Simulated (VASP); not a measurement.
A run of VASP 6.6.1:

File INCAR:

```
  PREC = Accurate
  ENCUT = 600
  EDIFF = 1E-7
  ISMEAR = 0
  SIGMA = 0.03
  LREAL = F
  LASPH = T
  NELM = 80
  ALGO = Normal
  ISIF = 3
  LWAVE = F
  LCHARG = F
  GGA = PS
  IBRION = 2
  NSW = 90
  EDIFFG = -0.005
```

Contents of KPOINTS:

```
regular mesh
0
Gamma
  8 8 8
```

POSCAR

```
Li3HS                                   
1.0
    3.7644174647      0.0000000000      0.0000000000
    0.0000000000      3.7644174647      0.0000000000
    0.0000000000      0.0000000000      3.7644174647
  S               H               Li            
     1     1     3
Direct
     0.5000000000000000    0.5000000000000000    0.5000000000000000
     0.0000000000000000    0.0000000000000000    0.0000000000000000
     0.5000000000000000    0.0000000000000000    0.0000000000000000
     0.0000000000000000    0.5000000000000000    0.0000000000000000
     0.0000000000000000    0.0000000000000000    0.5000000000000000
```

Potentials or basis: VASP PAW PBE potentials, release 64 (S, H, Li_sv).

Command:

```console
$ cat potpaw_PBE.64/S/POTCAR potpaw_PBE.64/H/POTCAR potpaw_PBE.64/Li_sv/POTCAR > POTCAR
$ mpirun -np 1 vasp_std > vasp.out
```

Hardware: 1 thread of AMD EPYC 7R13 Processor (Zen 3), with other jobs on the host.

Question: How long does it take, and how much memory?

Answer: Wall time 21 s on 1 thread of AMD EPYC 7R13 Processor (Zen 3) (shared host), peak memory 0.14 GiB. Counts: scf iterations 13, k points 35, ion steps 1.
